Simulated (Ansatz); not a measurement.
# Tellurium, fcc under LDA: structure, energy and stiffness, part 2 of 2

What does LDA give for tellurium in the fcc structure? We relax it, solve it on a dense k-mesh, switch on spin-orbit coupling, then scale the cell to 7 volumes from 88 to 112 % of the relaxed one and try a fit of the equation of state. The k-meshes are 11×11×11 for the relaxation; 19×19×19 for the dense run; 11×11×11 for spin-orbit coupling; 19×19×19 for the volumes.

Ansatz 0.2.0; DFT, LDA (PW92), plane waves (420 eV) with PAW, scalar-relativistic. The steps go on from the part before.

## 6. At 92 % of the relaxed volume

File input.yaml:

```yaml
crystal:
  lattice:
    - [0.0, 2.2996464236, 2.2996464236]
    - [2.2996464236, 0.0, 2.2996464236]
    - [2.2996464236, 2.2996464236, 0.0]
  atoms:
    - { symbol: Te, position: [0.0, 0.0, 0.0] }
hamiltonian:
  xc: lda
  pseudopotentials:
    kind: paw
    azcp:
      Te: "pseudopotentials/Te.paw.azcp"
basis:
  ecutwfc: 420
  fft_grid_basis: typed
kpoints:
  mp_grid: { grid: [19, 19, 19], shift: [0, 0, 0] }
magnetization:
  spin_polarized: false
scf:
  occupations: { method: fermi_dirac, width: 0.1 }
output:
  stress: true
```

Log, cut to the lines that bear on the results:

```text
Warning: <dir> the record states the generating functional pbe (its physics header spells it `PBE`), which answers neither for hamiltonian.xc's functional nor for the lda family's — results may be inconsistent (PPs are generated against a specific XC)
Warning: RAYON_NUM_THREADS=2 ignored (pool sized by the plan → 2); use --threads N
[...]
Pseudopotentials: kind: paw
Pseudopotential: Te, paw, valence charge 16, recommended cutoff 420 eV (normal), <dir>
Functional definition: SPW92
[...]
Crystal: 1 atoms, lattice volume = 24.323 Å³
Basis set: ecut = 420 eV, 531 PW (Γ)
Bands: 12, of which v1, the nominal top of the filled ones, is band 8 counted from 1 (7 counted from 0)
Symmetry: 48 space group operations
Space group: Fm-3m (ITA 225), of the structure as read, at distance tolerance 2.9e-5 Å
k-points: 220 of 6859
[...]
SCF iter   1: F=—  HF=-6826.848852 eV  |F-HF|=—  |Δ(HF+E_count)|=         —  Δρ=5.62e-3  dr2=3.22e-3  ethr=1.77e-3  ⟨swp⟩=5.1  Hψ=15535  notcnv=0
[...]
SCF iter   7: F=-6826.846816 eV  HF=-6826.846816 eV  |F-HF|=1.41e-9  |Δ(HF+E_count)|=   1.02e-7  Δρ=1.84e-6  dr2=9.52e-10  ethr=6.25e-10  ⟨swp⟩=4.5  Hψ=7851  notcnv=0
[...]
SCF converged after 7 iterations
Free energy (F): -6826.846816 eV
[...]
E sigma→0 (E₀):  -6826.834247 eV
Entropy (-TS):   -0.025137 eV (-25.137 meV/atom)
Fermi energy:    13.708529 eV
[...]
--- Stress (GPa, compression-positive) ---
        6.623011       0.000000       0.000000
        0.000000       6.623011       0.000000
        0.000000      -0.000000       6.623011
  P = ⅓ Tr σ = 6.6230 GPa (66.230 kbar)
```

It took 1.8 s on 2 threads of an Arm CPU, shared host; peak memory 0.39 GiB.

## 7. At 96 % of the relaxed volume

Changes to input.yaml since step 6:

```diff
@@ -2,5 +2,5 @@
   lattice:
-    - [0.0, 2.2996464236, 2.2996464236]
-    - [2.2996464236, 0.0, 2.2996464236]
-    - [2.2996464236, 2.2996464236, 0.0]
+    - [0.0, 2.3325029545, 2.3325029545]
+    - [2.3325029545, 0.0, 2.3325029545]
+    - [2.3325029545, 2.3325029545, 0.0]
   atoms:
```

Log, cut to the lines that bear on the results:

```text
Warning: <dir> the record states the generating functional pbe (its physics header spells it `PBE`), which answers neither for hamiltonian.xc's functional nor for the lda family's — results may be inconsistent (PPs are generated against a specific XC)
Warning: RAYON_NUM_THREADS=2 ignored (pool sized by the plan → 2); use --threads N
[...]
Pseudopotentials: kind: paw
Pseudopotential: Te, paw, valence charge 16, recommended cutoff 420 eV (normal), <dir>
Functional definition: SPW92
[...]
Crystal: 1 atoms, lattice volume = 25.380 Å³
Basis set: ecut = 420 eV, 531 PW (Γ)
Bands: 12, of which v1, the nominal top of the filled ones, is band 8 counted from 1 (7 counted from 0)
Symmetry: 48 space group operations
Space group: Fm-3m (ITA 225), of the structure as read, at distance tolerance 2.9e-5 Å
k-points: 220 of 6859
[...]
SCF iter   1: F=—  HF=-6826.879649 eV  |F-HF|=—  |Δ(HF+E_count)|=         —  Δρ=5.23e-3  dr2=2.88e-3  ethr=1.77e-3  ⟨swp⟩=5.1  Hψ=15560  notcnv=0
[...]
SCF iter   6: F=-6826.877627 eV  HF=-6826.877627 eV  |F-HF|=3.08e-10  |Δ(HF+E_count)|=   2.31e-8  Δρ=8.41e-7  dr2=1.81e-10  ethr=1.31e-10  ⟨swp⟩=2.3  Hψ=8723  notcnv=0
[...]
SCF converged after 6 iterations
Free energy (F): -6826.877627 eV
[...]
E sigma→0 (E₀):  -6826.864463 eV
Entropy (-TS):   -0.026328 eV (-26.328 meV/atom)
Fermi energy:    12.886422 eV
[...]
--- Stress (GPa, compression-positive) ---
        2.857034      -0.000000       0.000000
        0.000000       2.857034       0.000000
        0.000000      -0.000000       2.857034
  P = ⅓ Tr σ = 2.8570 GPa (28.570 kbar)
```

Run time: 1.7 s. Hardware: 2 threads of an Arm CPU, shared host; peak memory 0.39 GiB.

## 8. At 100 % of the relaxed volume

Changes to input.yaml since step 7:

```diff
@@ -2,5 +2,5 @@
   lattice:
-    - [0.0, 2.3325029545, 2.3325029545]
-    - [2.3325029545, 0.0, 2.3325029545]
-    - [2.3325029545, 2.3325029545, 0.0]
+    - [0.0, 2.3644590207, 2.3644590207]
+    - [2.3644590207, 0.0, 2.3644590207]
+    - [2.3644590207, 2.3644590207, 0.0]
   atoms:
@@ -24 +24,5 @@
   stress: true
+  write_density: true
+  write_potential: true
+  elf: true
+  volumetric_format: npy
```

Log, cut to the lines that bear on the results:

```text
Warning: <dir> the record states the generating functional pbe (its physics header spells it `PBE`), which answers neither for hamiltonian.xc's functional nor for the lda family's — results may be inconsistent (PPs are generated against a specific XC)
Warning: RAYON_NUM_THREADS=2 ignored (pool sized by the plan → 2); use --threads N
[...]
Pseudopotentials: kind: paw
Pseudopotential: Te, paw, valence charge 16, recommended cutoff 420 eV (normal), <dir>
Functional definition: SPW92
[...]
Crystal: 1 atoms, lattice volume = 26.438 Å³
Basis set: ecut = 420 eV, 531 PW (Γ)
Bands: 12, of which v1, the nominal top of the filled ones, is band 8 counted from 1 (7 counted from 0)
Symmetry: 48 space group operations
Space group: Fm-3m (ITA 225), of the structure as read, at distance tolerance 3.0e-5 Å
k-points: 220 of 6859
[...]
SCF iter   1: F=—  HF=-6826.888293 eV  |F-HF|=—  |Δ(HF+E_count)|=         —  Δρ=4.90e-3  dr2=2.66e-3  ethr=1.77e-3  ⟨swp⟩=5.1  Hψ=15636  notcnv=0
[...]
SCF iter   8: F=-6826.886247 eV  HF=-6826.886247 eV  |F-HF|=1.37e-9  |Δ(HF+E_count)|=   9.58e-8  Δρ=1.76e-6  dr2=9.25e-10  ethr=6.25e-10  ⟨swp⟩=9.1  Hψ=18583  notcnv=0
[...]
SCF converged after 8 iterations
Free energy (F): -6826.886247 eV
[...]
E sigma→0 (E₀):  -6826.872390 eV
Entropy (-TS):   -0.027713 eV (-27.713 meV/atom)
Fermi energy:    12.126331 eV
[...]
--- Stress (GPa, compression-positive) ---
       -0.131122      -0.000000       0.000000
        0.000000      -0.131122       0.000000
        0.000000       0.000000      -0.131122
  P = ⅓ Tr σ = -0.1311 GPa (-1.311 kbar)
--- Band table (eV; the first three rows and the last of 220) ---
  k-point 0: bands = ["-25.0359", "-25.0359", "-25.0359", "-25.0164", "-25.0164", "-2.3251", "15.4857", "15.4857", "15.4857", "22.1543", "22.1543", "22.1543"]
[...]
```

Run time: 2.6 s. Hardware: 2 threads of an Arm CPU, shared host; peak memory 0.4 GiB.

Axes a, b and c in the maps are those of this run's conventional cell (a, b, c = 4.729, 4.729, 4.729 Å).

Density in a lattice plane of the grid's cell (edges 4.73 and 4.73 Å, at 0.000 of the third edge), which holds Te.

Values in e/Å³, 12 rows by 12 columns:
```
 9.54  4.91  0.82  0.29  0.12  0.07  0.06  0.07  0.12  0.30  0.81  4.90
 1.29  0.82  0.43  0.21  0.13  0.12  0.12  0.12  0.13  0.21  0.43  0.81
 0.34  0.29  0.21  0.17  0.21  0.29  0.34  0.30  0.21  0.17  0.21  0.30
 0.12  0.12  0.13  0.21  0.43  0.82  1.29  0.81  0.43  0.21  0.13  0.12
 0.06  0.07  0.12  0.29  0.82  4.91  9.54  4.90  0.81  0.30  0.12  0.07
 0.05  0.06  0.12  0.34  1.29  9.54 17.50  9.54  1.29  0.34  0.12  0.06
 0.06  0.07  0.12  0.30  0.81  4.90  9.54  4.91  0.82  0.29  0.12  0.07
 0.12  0.12  0.13  0.21  0.43  0.81  1.29  0.82  0.43  0.21  0.13  0.12
 0.34  0.30  0.21  0.17  0.21  0.30  0.34  0.29  0.21  0.17  0.21  0.29
 1.29  0.81  0.43  0.21  0.13  0.12  0.12  0.12  0.13  0.21  0.43  0.82
 9.54  4.90  0.81  0.30  0.12  0.07  0.06  0.07  0.12  0.29  0.82  4.91
17.50  9.54  1.29  0.34  0.12  0.06  0.05  0.06  0.12  0.34  1.29  9.54
```
Columns run along the first of these edges and rows up along the second, over one cell in 12 and 12 even steps from the bottom left corner. Atoms in the plane (fractional): Te at (0.00, 0.00), Te at (0.50, 0.50).

ELF in the same plane.

Values, 12 rows by 12 columns:
```
0.04 0.19 0.50 0.55 0.25 0.09 0.07 0.09 0.25 0.55 0.50 0.19
0.45 0.50 0.54 0.43 0.22 0.25 0.30 0.25 0.22 0.43 0.54 0.50
0.55 0.55 0.43 0.29 0.43 0.55 0.55 0.55 0.43 0.29 0.43 0.55
0.30 0.25 0.22 0.43 0.54 0.50 0.45 0.50 0.54 0.43 0.22 0.25
0.07 0.09 0.25 0.55 0.50 0.19 0.04 0.19 0.50 0.55 0.25 0.09
0.04 0.07 0.30 0.55 0.45 0.04 0.36 0.04 0.45 0.55 0.30 0.07
0.07 0.09 0.25 0.55 0.50 0.19 0.04 0.19 0.50 0.55 0.25 0.09
0.30 0.25 0.22 0.43 0.54 0.50 0.45 0.50 0.54 0.43 0.22 0.25
0.55 0.55 0.43 0.29 0.43 0.55 0.55 0.55 0.43 0.29 0.43 0.55
0.45 0.50 0.54 0.43 0.22 0.25 0.30 0.25 0.22 0.43 0.54 0.50
0.04 0.19 0.50 0.55 0.25 0.09 0.07 0.09 0.25 0.55 0.50 0.19
0.36 0.04 0.45 0.55 0.30 0.07 0.04 0.07 0.30 0.55 0.45 0.04
```
Columns run along the first of these edges and rows up along the second, over one cell in 12 and 12 even steps from the bottom left corner. Atoms in the plane (fractional): Te at (0.00, 0.00), Te at (0.50, 0.50).

Both are smooth fields of the valence electrons: close to the nuclei they are not physical.

The highest ELF values outside the cores: 0.55 beside Te, off the lines to its neighbours, 1.2 Å from Te.

## 9. At 104 % of the relaxed volume

Changes to input.yaml since step 8:

```diff
@@ -2,5 +2,5 @@
   lattice:
-    - [0.0, 2.3644590207, 2.3644590207]
-    - [2.3644590207, 0.0, 2.3644590207]
-    - [2.3644590207, 2.3644590207, 0.0]
+    - [0.0, 2.3955738918, 2.3955738918]
+    - [2.3955738918, 0.0, 2.3955738918]
+    - [2.3955738918, 2.3955738918, 0.0]
   atoms:
```

Log, cut to the lines that bear on the results:

```text
Warning: <dir> the record states the generating functional pbe (its physics header spells it `PBE`), which answers neither for hamiltonian.xc's functional nor for the lda family's — results may be inconsistent (PPs are generated against a specific XC)
Warning: RAYON_NUM_THREADS=2 ignored (pool sized by the plan → 2); use --threads N
[...]
Pseudopotentials: kind: paw
Pseudopotential: Te, paw, valence charge 16, recommended cutoff 420 eV (normal), <dir>
Functional definition: SPW92
[...]
Crystal: 1 atoms, lattice volume = 27.495 Å³
Basis set: ecut = 420 eV, 537 PW (Γ)
Bands: 12, of which v1, the nominal top of the filled ones, is band 8 counted from 1 (7 counted from 0)
Symmetry: 48 space group operations
Space group: Fm-3m (ITA 225), of the structure as read, at distance tolerance 3.0e-5 Å
k-points: 220 of 6859
[...]
SCF iter   1: F=—  HF=-6826.879360 eV  |F-HF|=—  |Δ(HF+E_count)|=         —  Δρ=4.67e-3  dr2=2.58e-3  ethr=1.77e-3  ⟨swp⟩=5.1  Hψ=15656  notcnv=0
[...]
SCF iter   8: F=-6826.877260 eV  HF=-6826.877260 eV  |F-HF|=3.51e-9  |Δ(HF+E_count)|=   2.19e-7  Δρ=2.83e-6  dr2=2.54e-9  ethr=6.25e-10  ⟨swp⟩=9.7  Hψ=19097  notcnv=0
[...]
SCF converged after 8 iterations
Free energy (F): -6826.877260 eV
[...]
E sigma→0 (E₀):  -6826.862629 eV
Entropy (-TS):   -0.029261 eV (-29.261 meV/atom)
Fermi energy:    11.421541 eV
[...]
--- Stress (GPa, compression-positive) ---
       -2.501324      -0.000000      -0.000000
        0.000000      -2.501324       0.000000
        0.000000      -0.000000      -2.501324
  P = ⅓ Tr σ = -2.5013 GPa (-25.013 kbar)
--- Band table (eV; the first three rows and the last of 220) ---
  k-point 0: bands = ["-25.6902", "-25.6902", "-25.6902", "-25.6738", "-25.6738", "-2.7001", "14.5696", "14.5696", "14.5696", "21.3616", "21.3616", "21.3616"]
[...]
```

Run time: 2.7 s. Hardware: 2 threads of an Arm CPU, shared host; peak memory 0.4 GiB.

## 10. At 108 % of the relaxed volume

Changes to input.yaml since step 9:

```diff
@@ -2,5 +2,5 @@
   lattice:
-    - [0.0, 2.3955738918, 2.3955738918]
-    - [2.3955738918, 0.0, 2.3955738918]
-    - [2.3955738918, 2.3955738918, 0.0]
+    - [0.0, 2.4259008314, 2.4259008314]
+    - [2.4259008314, 0.0, 2.4259008314]
+    - [2.4259008314, 2.4259008314, 0.0]
   atoms:
```

Log, cut to the lines that bear on the results:

```text
Warning: <dir> the record states the generating functional pbe (its physics header spells it `PBE`), which answers neither for hamiltonian.xc's functional nor for the lda family's — results may be inconsistent (PPs are generated against a specific XC)
Warning: RAYON_NUM_THREADS=2 ignored (pool sized by the plan → 2); use --threads N
[...]
Pseudopotentials: kind: paw
Pseudopotential: Te, paw, valence charge 16, recommended cutoff 420 eV (normal), <dir>
Functional definition: SPW92
[...]
Crystal: 1 atoms, lattice volume = 28.553 Å³
Basis set: ecut = 420 eV, 537 PW (Γ)
Bands: 12, of which v1, the nominal top of the filled ones, is band 8 counted from 1 (7 counted from 0)
Symmetry: 48 space group operations
Space group: Fm-3m (ITA 225), of the structure as read, at distance tolerance 3.1e-5 Å
k-points: 220 of 6859
[...]
SCF iter   1: F=—  HF=-6826.856372 eV  |F-HF|=—  |Δ(HF+E_count)|=         —  Δρ=4.71e-3  dr2=2.71e-3  ethr=1.77e-3  ⟨swp⟩=5.1  Hψ=15759  notcnv=0
[...]
SCF iter   6: F=-6826.854317 eV  HF=-6826.854317 eV  |F-HF|=1.82e-12  |Δ(HF+E_count)|=   4.06e-7  Δρ=4.86e-7  dr2=2.65e-11  ethr=6.25e-10  ⟨swp⟩=10.3  Hψ=19228  notcnv=0
[...]
SCF converged after 6 iterations
Free energy (F): -6826.854317 eV
[...]
E sigma→0 (E₀):  -6826.838836 eV
Entropy (-TS):   -0.030963 eV (-30.963 meV/atom)
Fermi energy:    10.766145 eV
[...]
--- Stress (GPa, compression-positive) ---
       -4.376928      -0.000000       0.000000
       -0.000000      -4.376928      -0.000000
        0.000000      -0.000000      -4.376928
  P = ⅓ Tr σ = -4.3769 GPa (-43.769 kbar)
--- Band table (eV; the first three rows and the last of 220) ---
  k-point 0: bands = ["-26.2994", "-26.2994", "-26.2994", "-26.2856", "-26.2856", "-3.0528", "13.7210", "13.7210", "13.7210", "20.3701", "20.6256", "20.6256"]
[...]
```

Wall time 2.5 s (2 threads of an Arm CPU, shared host); peak memory 0.41 GiB.

## 11. At 112 % of the relaxed volume

Changes to input.yaml since step 10:

```diff
@@ -2,5 +2,5 @@
   lattice:
-    - [0.0, 2.4259008314, 2.4259008314]
-    - [2.4259008314, 0.0, 2.4259008314]
-    - [2.4259008314, 2.4259008314, 0.0]
+    - [0.0, 2.4554879038, 2.4554879038]
+    - [2.4554879038, 0.0, 2.4554879038]
+    - [2.4554879038, 2.4554879038, 0.0]
   atoms:
@@ -24,5 +24 @@
   stress: true
-  write_density: true
-  write_potential: true
-  elf: true
-  volumetric_format: npy
```

Log, cut to the lines that bear on the results:

```text
Warning: <dir> the record states the generating functional pbe (its physics header spells it `PBE`), which answers neither for hamiltonian.xc's functional nor for the lda family's — results may be inconsistent (PPs are generated against a specific XC)
Warning: RAYON_NUM_THREADS=2 ignored (pool sized by the plan → 2); use --threads N
[...]
Pseudopotentials: kind: paw
Pseudopotential: Te, paw, valence charge 16, recommended cutoff 420 eV (normal), <dir>
Functional definition: SPW92
[...]
Crystal: 1 atoms, lattice volume = 29.610 Å³
Basis set: ecut = 420 eV, 561 PW (Γ)
Bands: 12, of which v1, the nominal top of the filled ones, is band 8 counted from 1 (7 counted from 0)
Symmetry: 48 space group operations
Space group: Fm-3m (ITA 225), of the structure as read, at distance tolerance 3.1e-5 Å
k-points: 220 of 6859
[...]
SCF iter   1: F=—  HF=-6826.822390 eV  |F-HF|=—  |Δ(HF+E_count)|=         —  Δρ=4.57e-3  dr2=2.72e-3  ethr=1.77e-3  ⟨swp⟩=5.1  Hψ=16132  notcnv=0
[...]
SCF iter   6: F=-6826.820357 eV  HF=-6826.820357 eV  |F-HF|=8.73e-8  |Δ(HF+E_count)|=   2.32e-7  Δρ=1.32e-5  dr2=6.93e-8  ethr=6.25e-10  ⟨swp⟩=2.8  Hψ=10452  notcnv=0
[...]
SCF converged after 6 iterations
Free energy (F): -6826.820357 eV
[...]
E sigma→0 (E₀):  -6826.803969 eV
Entropy (-TS):   -0.032775 eV (-32.775 meV/atom)
Fermi energy:    10.155284 eV
[...]
--- Stress (GPa, compression-positive) ---
       -5.854688      -0.000000      -0.000000
       -0.000000      -5.854688      -0.000000
        0.000000       0.000000      -5.854688
  P = ⅓ Tr σ = -5.8547 GPa (-58.547 kbar)
```

It took 1.8 s on 2 threads of an Arm CPU, shared host; peak memory 0.4 GiB.

## 12. The equation of state

All volumes keep the relaxed shape and fractional coordinates.

| V (Å³/atom) | E − E₀ (meV/atom) | P from the stress (GPa) | P from the fit (GPa) |
| --- | --- | --- | --- |
| 23.265 | 96.5 | 11.37 | 11.32 |
| 24.323 | 38.2 | 6.62 | 6.54 |
| 25.380 | 8.0 | 2.86 | 2.76 |
| 26.438 | 0.1 | -0.13 | -0.24 |
| 27.495 | 9.8 | -2.50 | -2.62 |
| 28.553 | 33.6 | -4.38 | -4.51 |
| 29.610 | 68.5 | -5.85 | -6.01 |

Fit (Birch-Murnaghan, third order): V₀ = 26.343 Å³/atom, B₀ = 68 GPa, B₀′ = 4.8, largest residual 0.02 meV/atom.

The fit is made to E(σ → 0), while the stress belongs to the free energy F; that is one source of the offset between the two pressures.

## 13. Summary of results

This closing draws on all 2 parts.

```
                      quantity                         value
space group (spins left aside)               Fm-3m (No. 225)
             conventional cell                   a = 4.729 Å
                        volume                26.438 Å³/atom
             shortest distance                       3.344 Å
               gap on the mesh  none (levels filled in part)
relative to trigonal tellurium                 +326 meV/atom
                   V₀, B₀, B₀′   26.343 Å³/atom, 68 GPa, 4.8
```

What this shows: The relaxation shrank the cell by 8.3 % in volume. It lies 326 meV/atom above the element's reference form at the same level (trigonal tellurium, from a run of its own), so it is far from stable. No gap shows: it is a metal or semimetal at this level. The total energy of the spin-orbit run lies -2.6 eV/atom from the scalar one, but the two kinds of run don't share a zero of energy: only differences within one kind count. The fitted modulus is 68 GPa. Relaxation kept the symmetry; phonons were not checked.
